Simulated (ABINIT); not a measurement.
The system is Os.

```xyz
2
Lattice="2.7341 0.0000 0.0000 -1.3671 2.3678 0.0000 0.0000 0.0000 4.3197" Properties=species:S:1:pos:R:3 pbc="T T T"
Os    1.3671    0.7893    3.2398
Os    0.0000    1.5785    1.0799
```

```yaml
Program: ABINIT 10.8.3 (patched build)
Task: relaxation of cell and atoms
Functional: LDA-VWN
Potentials_or_basis: JTH PAW LDA v2.0
Cutoff: 408 eV
k_mesh: 11 × 11 × 6
Occupations: fermi-dirac, width 0.05 eV
Spin: no spin polarisation
```

At the start: pressure -8.8 GPa; volume 13.98 Å³/atom.

Question: How do energy, volume and symmetry change on relaxing?

Answer: Over 5 steps the energy falls by 7.9 meV/atom and the volume is 13.70 Å³/atom (-2.0 %); space group P6_3/mmc (No. 194, to 0.05 Å).

The path:
| step | energy change (eV) | largest force (eV/Å) | pressure (GPa) | volume (Å³) |
| --- | --- | --- | --- | --- |
| 1 | 0.0000 | 0.0000 | -8.83 | 27.96 |
| 2 | -0.0140 | 0.0000 | 3.13 | 27.22 |
| 3 | -0.0158 | 0.0000 | -0.10 | 27.41 |
| 4 | -0.0158 | 0.0000 | 0.00 | 27.40 |
| 5 | -0.0158 | 0.0000 | 0.00 | 27.40 |

Final structure:
```cif
data_structure
_symmetry_space_group_name_H-M 'P 1'
_symmetry_Int_Tables_number 1
_cell_length_a 2.7156
_cell_length_b 2.7156
_cell_length_c 4.2903
_cell_angle_alpha 90.000
_cell_angle_beta 90.000
_cell_angle_gamma 120.000
_cell_volume 27.40
loop_
_atom_site_label
_atom_site_type_symbol
_atom_site_fract_x
_atom_site_fract_y
_atom_site_fract_z
_atom_site_occupancy
Os1 Os 0.66667 0.33333 0.75000 1
Os2 Os 0.33333 0.66667 0.25000 1
```

Caveat: the atomic spheres overlap.
